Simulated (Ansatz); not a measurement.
# GeSb2Te4 (R3m): bands and screening cutoff converge together

Aim: vary empty bands and screening cutoff apart and together in G0W0 on GeSb2Te4 (R3m).

Main program and level: Ansatz 0.2.0; G0W0 on PBE, plane waves, PAW; PAW set soft_1.

This is a report of a sequence of runs, with most program output left out.

### Step 1. The starting structure

The structure is trigonal, space group R3m (No. 160). The conventional cell has a = 4.309 Å, b = 4.309 Å, c = 41.691 Å, α = 90.00°, β = 90.00°, γ = 120.00°. Nearest to Ge lie 6 Te at 2.86 to 3.32 Å. Nearest to Sb lie 6 Te at 3.02 to 3.21 Å. Sb has 6 Te at 3.03 to 3.16 Å nearest. Nearest to Te lie 3 Ge at 2.86 Å. Te has 3 Sb at 3.02 Å nearest. Te has 6 Sb at 3.16 to 3.21 Å nearest. Farther neighbours and most contacts between anions are not listed.

The cell and positions are those that the Materials Project relaxed with its own functionals (PBE, PBE+U or r2SCAN), kept fixed. Spin-orbit coupling is left out unless a step names it.

### Step 2. 179 empty bands, screening to 50 eV

G0W0 replaces the xc potential by the self-energy, built once from these orbitals. Only a window of levels is corrected, while the sums run over the empty bands that the input names. This step takes PAW set soft_1 files.

input.yaml reads:

```yaml
crystal:
  lattice:
    - [2.1547300807, 1.2440339921, 13.8970814052]
    - [-2.1547300807, 1.2440339921, 13.8970814052]
    - [0.0, -2.4880679842, 13.8970814052]
  atoms:
    - { symbol: Ge, position: [0.570457, 0.570457, 0.570457] }
    - { symbol: Sb, position: [0.426528, 0.426528, 0.426528] }
    - { symbol: Sb, position: [0.997988, 0.997988, 0.997988] }
    - { symbol: Te, position: [0.86977, 0.86977, 0.86977] }
    - { symbol: Te, position: [0.134165, 0.134165, 0.134165] }
    - { symbol: Te, position: [0.71137, 0.71137, 0.71137] }
    - { symbol: Te, position: [0.289721, 0.289721, 0.289721] }
kpoints:
  mp_grid: { grid: [4, 4, 4] }
hamiltonian:
  xc: pbe
  pseudopotentials: { kind: paw, azcp: { folder: soft_1 } }
scf:
  occupations: { method: fixed }
gw:
  n_empty_bands: 179
  ecut_chi: 50
  qp_bands: [v2, c2]
  qp_kpoints: band_edges
  screening: { model: contour_deformation }
```

The run is started by

```console
$ ansatz run input.yaml --threads 2 --pin off --max-ram 92160MiB --backend cuda --events-out ev --progress --plain --runs-dir out --devices 1 --max-vram 13GiB
```

Elapsed: 57 s, on 1 × NVIDIA H100 80GB HBM3 (shared by 6 runs) with 2 threads of AMD EPYC 7R13 (Zen 3), shared host; peak memory 1.6 GiB; 80 s of CPU time.

Numbers from this step:

```yaml
bands_summed: 233
rpa_eps_infinity_on_this_mesh_eigenvalues: 41.48, 41.48, 42.00
plane_waves_in_the_screening_matrix: 191
q_points_in_the_mesh: 64
g0w0_gap_on_the_mesh: 0.3980 eV
k_of_the_valence_top: -0.5, -0.5, -0.5
k_of_the_conduction_bottom: 0, -0.5, -0.5
starting_gap_on_the_mesh: 0.3831 eV
z_at_the_valence_top: 0.7488
z_at_the_conduction_bottom: 0.7562
least_direct_g0w0_gap_on_the_computed_points: 0.4139 eV
```

The gap on the mesh goes from 0.38 eV to 0.40 eV, a correction of +0.01 eV. Between the two edge states, bare exchange in place of the xc potential would open the gap by 1.99 eV, and correlation takes back 1.98 eV.

### Step 3. 507 empty bands, screening to 100 eV

Bands and screening cutoff are moved together, since each hides the error of the other.

Edit input.yaml of step 2 so:

```diff
@@ -21,4 +21,4 @@
 gw:
-  n_empty_bands: 179
-  ecut_chi: 50
+  n_empty_bands: 507
+  ecut_chi: 100
   qp_bands: [v2, c2]
```

Wall time 2 min (1 × NVIDIA H100 80GB HBM3 (shared by 6 runs) with 2 threads); peak memory 2.5 GiB.

Numbers from this step:

```
bands summed                                 : 561
RPA ε∞ on this mesh (eigenvalues)            : 41.35, 41.35, 42.01
plane waves in the screening matrix          : 521
G0W0 gap on the mesh                         : 0.4324 eV
k of the valence top                         : -0.5, -0.5, -0.5
k of the conduction bottom                   : 0, -0.5, -0.5
starting gap on the mesh                     : 0.3831 eV
least direct G0W0 gap on the computed points : 0.4437 eV
```

Against the run with 4×4×4 mesh, 179 empty bands, screening to 50 eV, PAW set soft_1 files, the gap moves by +0.03 eV.

### Step 4. 179 empty bands, screening to 150 eV

Edit input.yaml of step 3 so:

```diff
@@ -21,4 +21,4 @@
 gw:
-  n_empty_bands: 507
-  ecut_chi: 100
+  n_empty_bands: 179
+  ecut_chi: 150
   qp_bands: [v2, c2]
```

It took 55 s on 1 × NVIDIA H100 80GB HBM3 (shared by 6 runs) with 2 threads; peak memory 3.1 GiB.

The G0W0 gap on the mesh is 0.421 eV.

### Step 5. 932 empty bands, screening to 150 eV

Edit input.yaml of step 4 so:

```diff
@@ -21,3 +21,3 @@
 gw:
-  n_empty_bands: 179
+  n_empty_bands: 932
   ecut_chi: 150
```

Wall time 4.7 min (1 × NVIDIA H100 80GB HBM3 (shared by 6 runs) with 2 threads); peak memory 4.2 GiB; 7.4 min of CPU time.

The G0W0 gap on the mesh is 0.446 eV.

### Step 6. 1656 empty bands, screening to 220 eV

Edit input.yaml of step 5 so:

```diff
@@ -21,4 +21,4 @@
 gw:
-  n_empty_bands: 932
-  ecut_chi: 150
+  n_empty_bands: 1656
+  ecut_chi: 220
   qp_bands: [v2, c2]
```

It took 9.4 min on 1 × NVIDIA H100 80GB HBM3 (shared by 6 runs) with 2 threads; peak memory 8.6 GiB; 16 min of CPU time.

The G0W0 gap on the mesh is 0.458 eV.

### Step 7. 507 empty bands, screening to 300 eV

Edit input.yaml of step 6 so:

```diff
@@ -21,4 +21,4 @@
 gw:
-  n_empty_bands: 1656
-  ecut_chi: 220
+  n_empty_bands: 507
+  ecut_chi: 300
   qp_bands: [v2, c2]
```

The job ended after 3.8 min (1 × NVIDIA H100 80GB HBM3 (shared by 6 runs) with 2 threads; peak memory 15 GiB).

The G0W0 gap on the mesh is 0.439 eV.

### Step 8. The grid

Start PBE, 4×4×4 mesh. Times are wall times on 1 × NVIDIA H100 80GB HBM3 (shared by 6 runs) with 2 threads of AMD EPYC 7R13 (Zen 3), shared host, good to a factor of about two.

| cutoff (eV) | plane waves at q = 0 | bands summed | gap (eV) | Σc valence (eV) | Σc conduction (eV) | time |
| --- | --- | --- | --- | --- | --- | --- |
| 50 | 191 | 233 | 0.398 | -0.45 | -2.43 | 57 s |
| 100 | 521 | 561 | 0.432 | -0.82 | -2.76 | 2 min |
| 150 | 975 | 233 | 0.421 | -0.51 | -2.46 | 55 s |
| 150 | 975 | 986 | 0.446 | -0.95 | -2.88 | 4.7 min |
| 220 | 1641 | 1710 | 0.458 | -1.04 | -2.95 | 9.4 min |
| 300 | 2583 | 561 | 0.439 | -0.84 | -2.78 | 3.8 min |

### Step 9. Results

- 233 bands, 50 eV: 0.398 eV
- 561 bands, 100 eV: 0.432 eV
- 233 bands, 150 eV: 0.421 eV
- 986 bands, 150 eV: 0.446 eV
- 1710 bands, 220 eV: 0.458 eV
- 561 bands, 300 eV: 0.439 eV
- estimated limit along the diagonal: 0.47 eV
- mesh and start: 4×4×4, PBE

What this shows: At 150 eV, going from 233 to 986 bands moves the gap by +0.03 eV. At 233 bands, raising the cutoff from 50 to 150 eV moves it by +0.02 eV. At 561 bands, raising the cutoff from 100 to 300 eV moves it by +0.01 eV. Along the diagonal, where both rise together, the two highest rungs point to 0.47 eV. Gaps are over the mesh's points; an edge off the mesh would be missed. A low cutoff hides what high bands add, so a band series at one cutoff can look settled before the gap is. The RPA ε∞ on this mesh reaches over 25; with a narrow direct gap a coarse mesh can overstate it, and the correction is then too small. The many-body steps are scalar-relativistic: spin-orbit coupling is not in them.

[Paths, hosts, dates, memory and timing lines, banners, echoed tables and standing remarks are left out of the program output.]

[Logs are printed without paths, hosts, clocks, repeated set-up lines and the standing remarks that a program may print on its own settings, such as how far it seeks lower states.]

[Runs of the session that timed out or met a known fault of the program may be left out.]

[Cells called generated may have been cut or substituted from an entry of the Crystallography Open Database or the Materials Project.]

[Hosts, paths, dates, database ids (printed as entryN), source tags and the programs' standing remarks are cut or masked in the printed files.]
